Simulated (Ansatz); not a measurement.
Set up this calculation in Ansatz 0.2.0, as the native input.

- Task: band structure
- Functional: PBEsol
- Potentials or basis: all-electron LAPW, scalar-relativistic
- Cutoff: 307 eV (chosen from the basis error)
- Basis error allowed: 0.002 eV/atom
- k mesh: 7 × 7 × 10
- Occupations: fermi-dirac, width 0.05 eV
- Spin: collinear spin, ferromagnetic start
- Starting moments: [0.0, 3.0, 3.0] μB

Fe2Ge:

```
CELL_PARAMETERS angstrom
4.16363 0.00000 0.00000
-2.08182 3.60581 0.00000
0.00000 0.00000 2.62647
ATOMIC_POSITIONS crystal
Ge 0.00000 0.00000 0.00000
Fe 0.33333 0.66667 0.50000
Fe 0.66667 0.33333 0.50000
```

The cell comes from a database or a generator and needn't be the stable form of this composition.

One way to write it, as run:

input.yaml

```yaml
crystal:
  lattice:
    - [4.1636340796, 0.0, 0.0]
    - [-2.0818170398, 3.605812885, 0.0]
    - [0.0, 0.0, 2.626466]
  atoms:
    - { symbol: Ge, position: [0.0, 0.0, 0.0] }
    - { symbol: Fe, position: [0.3333333333, 0.6666666667, 0.5], spin: 3.0 }
    - { symbol: Fe, position: [0.6666666667, 0.3333333333, 0.5], spin: 3.0 }
kpoints:
  mp_grid: { grid: [7, 7, 10] }
  band_path:
    path:
      - [0.0, 0.0, 0.0]
      - [0.5, 0.0, 0.0]
      - [0.3333333333, 0.3333333333, 0.0]
      - [0.0, 0.0, 0.0]
      - [0.0, 0.0, 0.5]
      - [0.5, 0.0, 0.5]
      - [0.3333333333, 0.3333333333, 0.5]
      - [0.0, 0.0, 0.5]
    npoints: 10
scf:
  occupations: { method: fermi_dirac, width: 0.05 }
hamiltonian:
  xc: pbesol
  pseudopotentials: { kind: all_electron, lapw: { basis_error: 0.002 } }
magnetization:
  spin_polarized: true
output:
  forces: true
  stress: true
  eigenvalues: true
```

Potentials or basis: all-electron LAPW, scalar-relativistic.

The run is started by

```sh
$ ansatz run input.yaml --threads 4 --pin off --max-ram 12288MiB --backend cpu --events-out ev --progress --plain --runs-dir out
```

It gave:

```
Pressure                : -7.0 GPa
Band gap along the path : none (metal or under the smearing width)
Net moment              : 5.05 μB per cell
Absolute moment         : 5.14 μB per cell
Site moments            : Ge +0.01; Fe +2.50 μB
```

Run time: 21 s on 4 threads of Intel(R) Xeon(R) Platinum 8375C CPU @ 2.90GHz (Ice Lake), with other jobs on the host, peak memory 0.63 GiB.
